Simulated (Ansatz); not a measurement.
Born–Oppenheimer molecular dynamics of a periodic cell of 16 atoms, MgO (host MgO, host structure Fm-3m). It starts from a structure without forces on its atoms.

The calculation used Ansatz, DFT LDA, scalar-relativistic, plane waves, PAW. Settings: cutoff 420 eV, k mesh 2x2x2, fermi-dirac smearing 0.05 eV, no spin polarisation.

```yaml
ensemble: NVE (velocity Verlet)
time_step: 1 fs
steps_asked: 250
starting_velocities_drawn_for: 2400 K
seed: 892234
```

Frames 20 fs apart, positions in Å.

Velocities at 10.0 fs (Å/ps):

```
Mg 1.66 -6.85 12.78
O -4.73 8.23 0.53
Mg 3.28 -11.85 0.74
O -4.51 -3.43 1.92
Mg 0.78 4.05 5.11
O 4.84 1.07 1.12
Mg 0.62 -6.02 6.66
O 1.90 0.49 -0.16
Mg 0.75 8.27 -2.31
O -6.74 -2.18 -6.38
Mg -4.81 4.44 -7.56
O 1.92 -1.32 -4.69
Mg 4.81 -1.94 -1.50
O -3.30 4.33 1.19
Mg -0.67 3.63 -6.99
O 0.84 2.31 -4.06
```

```xyz
16
Lattice="0.0000 3.8950 3.8950 3.8950 0.0000 3.8950 3.8950 3.8950 0.0000" Properties=species:S:1:pos:R:3 time_fs=10.0 energy_less_start_eV=3.443 T=630
Mg 0.038 -0.077 0.165
O 1.863 2.070 1.967
Mg 1.980 1.753 0.014
O 3.814 3.850 1.901
Mg 2.085 0.057 2.005
O 3.966 1.938 3.894
Mg 3.896 1.837 2.034
O 5.894 3.925 3.905
Mg 0.022 2.048 1.930
O 1.814 3.947 3.812
Mg 1.901 3.943 1.856
O 3.926 5.855 3.808
Mg 2.001 1.904 3.877
O 3.674 3.967 5.885
Mg 3.884 3.949 3.830
O 5.864 5.862 5.790
16
Lattice="0.0000 3.8950 3.8950 3.8950 0.0000 3.8950 3.8950 3.8950 0.0000" Properties=species:S:1:pos:R:3 time_fs=30.0 energy_less_start_eV=2.570 T=1078
Mg -0.016 -0.141 0.164
O 1.981 1.960 1.903
Mg 2.021 1.862 -0.001
O 3.861 3.864 2.063
Mg 1.759 0.054 2.020
O 3.959 1.970 3.956
Mg 3.918 1.955 2.050
O 5.848 3.855 3.847
Mg -0.028 2.107 1.898
O 1.966 3.723 3.833
Mg 1.850 3.985 1.837
O 3.906 5.763 3.896
Mg 2.040 1.965 3.856
O 4.036 3.924 5.783
Mg 3.881 3.911 3.806
O 5.838 5.918 5.806
16
Lattice="0.0000 3.8950 3.8950 3.8950 0.0000 3.8950 3.8950 3.8950 0.0000" Properties=species:S:1:pos:R:3 time_fs=50.0 energy_less_start_eV=2.410 T=1160
Mg -0.019 0.004 -0.176
O 2.042 1.817 1.919
Mg 1.946 2.039 -0.021
O 3.771 4.012 1.835
Mg 1.807 -0.016 1.842
O 3.904 1.826 3.889
Mg 3.907 2.017 1.923
O 5.848 3.892 3.870
Mg -0.027 1.948 2.006
O 2.002 3.972 3.971
Mg 2.066 3.895 2.022
O 3.954 5.847 3.948
Mg 1.937 1.893 3.849
O 3.893 3.905 5.896
Mg 3.902 3.812 4.091
O 5.837 5.868 5.897
16
Lattice="0.0000 3.8950 3.8950 3.8950 0.0000 3.8950 3.8950 3.8950 0.0000" Properties=species:S:1:pos:R:3 time_fs=70.0 energy_less_start_eV=2.555 T=1086
Mg 0.021 0.132 -0.045
O 1.841 2.085 2.007
Mg 1.904 2.017 0.050
O 4.052 3.802 1.831
Mg 2.027 -0.067 1.891
O 3.821 2.102 3.822
Mg 3.897 1.961 1.861
O 5.764 3.906 3.942
Mg 0.034 1.799 2.022
O 1.922 4.016 3.828
Mg 2.001 3.826 2.073
O 3.878 5.932 3.848
Mg 1.915 1.871 3.934
O 3.817 3.815 5.767
Mg 3.933 3.859 4.003
O 5.834 5.778 5.795
16
Lattice="0.0000 3.8950 3.8950 3.8950 0.0000 3.8950 3.8950 3.8950 0.0000" Properties=species:S:1:pos:R:3 time_fs=90.0 energy_less_start_eV=2.651 T=1037
Mg -0.006 0.066 0.163
O 1.967 1.836 1.954
Mg 1.890 1.954 0.025
O 4.017 3.813 2.022
Mg 2.078 -0.043 2.047
O 3.860 1.938 3.880
Mg 3.850 1.840 1.925
O 5.955 3.899 3.890
Mg -0.035 1.897 1.876
O 1.962 3.869 3.984
Mg 1.861 3.934 1.843
O 3.774 5.842 3.896
Mg 1.922 2.054 3.921
O 3.995 3.921 5.847
Mg 3.849 4.061 3.660
O 5.888 5.764 5.870
16
Lattice="0.0000 3.8950 3.8950 3.8950 0.0000 3.8950 3.8950 3.8950 0.0000" Properties=species:S:1:pos:R:3 time_fs=110.0 energy_less_start_eV=2.301 T=1217
Mg 0.076 -0.151 0.039
O 1.952 1.898 1.930
Mg 1.907 1.872 -0.016
O 3.712 3.947 1.867
Mg 2.012 -0.048 2.030
O 3.937 1.859 3.921
Mg 3.896 1.912 2.054
O 5.803 3.967 3.896
Mg 0.018 2.112 1.877
O 1.969 3.920 3.943
Mg 1.954 3.861 1.833
O 3.999 5.882 3.895
Mg 1.926 2.019 3.807
O 3.907 3.842 5.925
Mg 3.838 3.958 3.882
O 5.812 5.915 5.896
16
Lattice="0.0000 3.8950 3.8950 3.8950 0.0000 3.8950 3.8950 3.8950 0.0000" Properties=species:S:1:pos:R:3 time_fs=130.0 energy_less_start_eV=2.681 T=1021
Mg 0.024 -0.030 -0.096
O 1.924 2.077 1.886
Mg 2.063 1.959 -0.011
O 3.981 3.949 1.998
Mg 1.763 0.070 1.876
O 3.837 2.013 3.895
Mg 3.944 2.083 1.975
O 5.734 3.804 3.859
Mg -0.002 1.858 2.005
O 1.967 3.887 3.821
Mg 1.976 3.939 1.996
O 3.881 5.728 3.919
Mg 2.048 1.786 3.882
O 3.791 4.036 5.850
Mg 3.906 3.793 4.078
O 5.830 5.851 5.744
16
Lattice="0.0000 3.8950 3.8950 3.8950 0.0000 3.8950 3.8950 3.8950 0.0000" Properties=species:S:1:pos:R:3 time_fs=150.0 energy_less_start_eV=2.411 T=1160
Mg -0.033 0.104 -0.047
O 1.924 1.965 1.998
Mg 1.959 1.973 -0.039
O 3.813 3.833 1.984
Mg 2.030 0.126 1.790
O 4.024 1.859 3.957
Mg 3.869 2.029 1.836
O 6.013 3.855 3.876
Mg -0.020 1.859 2.032
O 1.860 3.807 3.913
Mg 1.863 3.968 2.014
O 3.952 5.840 3.889
Mg 1.924 1.810 3.889
O 3.837 3.991 5.876
Mg 3.862 3.819 3.989
O 5.929 5.844 5.842
16
Lattice="0.0000 3.8950 3.8950 3.8950 0.0000 3.8950 3.8950 3.8950 0.0000" Properties=species:S:1:pos:R:3 time_fs=170.0 energy_less_start_eV=2.203 T=1266
Mg 0.058 -0.043 0.154
O 1.966 1.887 1.936
Mg 1.911 1.936 -0.004
O 3.758 3.921 1.948
Mg 2.124 -0.073 2.053
O 3.846 2.031 3.912
Mg 3.875 1.881 1.946
O 5.702 4.000 3.921
Mg 0.045 1.999 1.918
O 2.002 3.920 3.915
Mg 1.917 3.800 1.906
O 3.848 5.859 3.877
Mg 1.923 2.055 3.917
O 4.016 3.810 5.743
Mg 3.909 3.885 3.700
O 5.748 5.945 5.893
16
Lattice="0.0000 3.8950 3.8950 3.8950 0.0000 3.8950 3.8950 3.8950 0.0000" Properties=species:S:1:pos:R:3 time_fs=190.0 energy_less_start_eV=2.066 T=1337
Mg 0.059 -0.052 0.006
O 1.964 1.865 1.921
Mg 1.910 1.954 0.036
O 4.033 3.981 1.877
Mg 1.985 -0.064 2.140
O 3.763 1.909 3.820
Mg 3.896 1.778 2.030
O 5.851 3.923 3.949
Mg -0.010 1.958 1.845
O 1.960 3.988 3.866
Mg 2.049 3.841 1.876
O 3.801 5.902 3.865
Mg 1.908 2.107 3.968
O 3.863 3.874 5.891
Mg 3.873 4.043 3.779
O 5.788 5.744 5.820
16
Lattice="0.0000 3.8950 3.8950 3.8950 0.0000 3.8950 3.8950 3.8950 0.0000" Properties=species:S:1:pos:R:3 time_fs=210.0 energy_less_start_eV=2.337 T=1197
Mg -0.009 0.075 -0.171
O 1.904 2.040 2.048
Mg 1.887 1.985 0.000
O 3.918 3.759 2.059
Mg 1.893 0.050 1.864
O 4.009 1.979 3.932
Mg 3.870 1.965 1.890
O 5.933 3.839 3.951
Mg -0.027 1.905 1.904
O 1.931 3.838 3.875
Mg 2.055 3.893 2.007
O 3.962 5.856 3.909
Mg 1.874 1.900 3.876
O 3.852 3.820 5.749
Mg 3.852 3.961 4.054
O 5.931 5.797 5.874
16
Lattice="0.0000 3.8950 3.8950 3.8950 0.0000 3.8950 3.8950 3.8950 0.0000" Properties=species:S:1:pos:R:3 time_fs=230.0 energy_less_start_eV=2.510 T=1109
Mg -0.030 0.039 -0.029
O 1.963 1.886 1.865
Mg 2.064 1.978 -0.030
O 3.790 4.012 2.026
Mg 1.911 0.034 1.846
O 3.839 1.908 3.895
Mg 3.923 2.062 1.893
O 5.786 3.904 3.800
Mg 0.037 1.873 2.080
O 1.911 3.905 3.909
Mg 1.872 3.927 2.039
O 3.827 5.803 3.898
Mg 2.072 1.788 3.905
O 3.927 4.009 5.941
Mg 3.954 3.729 3.879
O 5.776 5.961 5.823
```

Of the whole run (250 fs, mean temperature of the second half 1192 K): The conserved energy stayed within 0.81 meV per atom of its start (net change 0.28 meV per atom), so the integration is sound. The temperature averaged 0.50 of the 2400 K drawn at the start: a run that starts near a minimum puts about half its kinetic energy into the potential. A run of 0.25 ps of so small a system gives no equilibrium averages. Limits of this set-up: coarse k mesh.

The run took 9 min on 1 thread of Arm Neoverse V1, on a shared host, peak memory 0.4 GiB.
